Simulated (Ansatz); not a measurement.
## Strained layers on GaAs(001)

Plane-wave DFT in Ansatz, PBEsol, scalar-relativistic PAW potentials, cutoff 420 eV, no spin-orbit coupling; no spin polarisation. Relaxed cubic crystals, elastic constants with ions relaxed. The substrate, GaAs (F-43m), has a = 5.659 Å.

```tsv
film	a (Å)	C11 (GPa)	C12 (GPa)
Si (Fd-3m)	5.434	156.6	62.4
InP (F-43m)	5.878	94.8	52.9
GaP (F-43m)	5.438	134.8	60.2
```

Q: For coherent growth on (001), give the strains, the film stress and the thickness at which misfit dislocations become favourable.

A: In the plane ε∥ = a_s/a − 1; free along the normal, ε⊥ = −(2C12/C11) ε∥; the stress is Mε∥ with M = C11 + C12 − 2C12²/C11 (tension positive). For 60° dislocations (b = a/√2, ν = C12/(C11 + C12)) the Matthews–Blakeslee balance for one layer on a thick substrate is h = b(1 − ν/4)(ln(h/b) + 1)/(4π|ε∥|(1 + ν)).
```tsv
film	ε∥ (%)	ε⊥ (%)	M (GPa)	stress (GPa)	h_c (nm)
Si (Fd-3m)	+4.14	-3.30	169	+7.0	1.1
InP (F-43m)	-3.73	+4.16	89	-3.3	1.3
GaP (F-43m)	+4.06	-3.63	141	+5.7	1.1
```

h_c falls faster than 1/|ε∥|, owing to the logarithm, and depends on stiffness only through ν, since the film's and the dislocation's energy both scale with the shear modulus. It is an isotropic equilibrium estimate: cool growth keeps films coherent beyond it, large misfits give islands first, linear elasticity loses accuracy past a few per cent, and values of a few b mean that hardly any coherent film forms. The misfits are those of this functional at 0 K and can differ from measured ones by up to about one per cent of strain. Thicker films in tension may also crack. Interfaces between crystals of different valence carry charges of their own.

Cost: about 9.4 core-minutes for the runs cited, on Arm Neoverse V1, Intel Xeon Platinum 8259CL (Skylake/Cascade Lake), Arm Neoverse V2 (shared hosts).